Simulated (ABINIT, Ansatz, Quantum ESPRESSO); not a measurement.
Cost and result for the electronic dielectric constant of SiC

It takes space group P6_3mc (No. 186, hexagonal). Conventional cell: a = 3.076 Å, b = 3.076 Å, c = 5.048 Å, α = 90.00°, β = 90.00°, γ = 120.00°. Si (site symmetry 3m) has 4 C at 1.87 to 1.94 Å as nearest neighbours. C (site symmetry 3m) is surrounded by 4 Si at 1.87 to 1.94 Å.

```csv
rung,level,program and potentials,cutoff (eV),k mesh,smearing,task,core time,chip,electronic dielectric constant,notes
LDA,LDA,"Ansatz, Ansatz PAW",420,10 × 10 × 5,fixed,Born charges and dielectric tensor,68 s,Arm Neoverse V1,7.08,"potentials made for PBE, which Ansatz adapts in part"
LDA,LDA,"Ansatz, Ansatz PAW",420,7 × 7 × 4,fixed,phonons,87 s,Intel Xeon Skylake/Cascade Lake,7.08,"potentials made for PBE, which Ansatz adapts in part"
meta-GGA,r2SCAN,"Ansatz, Ansatz PAW",500,8 × 8 × 5,fixed,phonons,2.7 min,Arm Neoverse V2,6.61,"potentials made for PBE, which Ansatz adapts in part"
GGA,PBEsol,"ABINIT, PseudoDojo NC SR PBEsol v0.4.1 standard",1007,"6 × 6 × 4, shifted",fixed,dielectric tensor,3.9 min,Intel Xeon,7.45,coarse mesh
GGA,PBE,"Quantum ESPRESSO, PseudoDojo 0.4.1 SR PBE standard",1116,"8 × 8 × 4, shifted",fixed,dielectric tensor,4.1 min,Intel Xeon Skylake/Cascade Lake,7.10,-
GGA,PBE,"ABINIT, PseudoDojo NC SR PBE v0.4.1 standard",1007,"8 × 8 × 4, shifted",fixed,dielectric tensor,5.6 min,Arm Neoverse V2,7.10,-
GGA,PBE,"ABINIT, PseudoDojo NC SR PBE v0.4.1 standard",1007,"6 × 6 × 4, shifted",fixed,dielectric tensor,5.9 min,Intel Xeon,7.31,coarse mesh
GGA,PBEsol,"ABINIT, PseudoDojo NC SR PBEsol v0.4.1 standard",1007,"8 × 8 × 4, shifted",fixed,dielectric tensor,8.2 min,Intel Xeon,7.23,-
```

Times are single runs on shared hosts and different chips, so they are rough; meshes, cutoffs and the tasks' sizes weigh on the time. All rows: no spin polarisation. Smearing widths are in eV. The cell comes from a database and isn't always the measured one. Meshes differ between rows, which moves values too. All levels ran on this one cell, unrelaxed unless noted. Meshes are those of the run's cell of 4 atoms unless a note names another. Ansatz refines the mesh for the field response beyond the one shown. Runs on faulty files, with rough fits or with known faults for this quantity aren't shown. No row holds spin-orbit coupling.

By rung: LDA 7.08; GGA 7.10 to 7.23; meta-GGA 6.61; GGA on coarse meshes 7.31 to 7.45.
